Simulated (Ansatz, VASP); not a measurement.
One calculation of MgO, two programs

```xyz
24
Lattice="6.1412 0.0000 0.0000 3.0706 5.3185 0.0000 0.0000 0.0000 17.2679" Properties=species:S:1:pos:R:3 pbc="T T T"
Mg    0.0000    0.0000    1.0000
Mg    1.5353    2.6592    1.0000
Mg    3.0706    0.0000    1.0000
Mg    4.6059    2.6592    1.0000
Mg    6.1412    3.5456    3.6245
Mg    4.6059    0.8864    3.6245
Mg    3.0706    3.5456    3.6245
Mg    1.5353    0.8864    3.6245
Mg    3.0706    1.7728    6.1151
Mg    4.6059    4.4320    6.1151
Mg    6.1412    1.7728    6.1151
Mg    7.6765    4.4320    6.1151
O     4.6059    4.4320    2.2536
O     3.0706    1.7728    2.2536
O     7.6765    4.4320    2.2536
O     6.1412    1.7728    2.2536
O     1.5353    2.6592    4.6123
O     9.2118    5.3185    4.6123
O     4.6059    2.6592    4.6123
O     3.0706    0.0000    4.6123
O     4.6059    0.8864    6.8908
O     6.1412    3.5456    6.8908
O     1.5353    0.8864    6.8908
O     3.0706    3.5456    6.8908
```

Alike in both runs: functional PBE; dispersion D3(BJ); k mesh 2 × 2 × 1; occupations fermi-dirac, width 0.05 eV; no spin polarisation.

Ansatz relaxed the structure, and its values are those at the end. VASP's run is a single point on that final structure, the one shown.

|  | VASP | Ansatz |
| --- | --- | --- |
| version | VASP 6.6.1 | Ansatz 0.2.0 |
| potentials or method | VASP PAW PBE potentials, release 64 (Mg, O) | scalar-relativistic, plane waves, PAW |
| plane-wave cutoff (eV) | 520 | 420 |
| valence electrons in the cell | 96 | 192 |

VASP gave:

* rms of the force components (eV/Å): 0.581
* dispersion energy (meV/atom): -192.9

What did Ansatz give for the same quantities?

rms of the force components (eV/Å): 0.582; dispersion energy (meV/atom): -192.9.

The two sets of potentials don't hold the same shells in valence.

Caveats: the k mesh is coarse (spacing up to 0.59 Å⁻¹), so the values aren't converged.
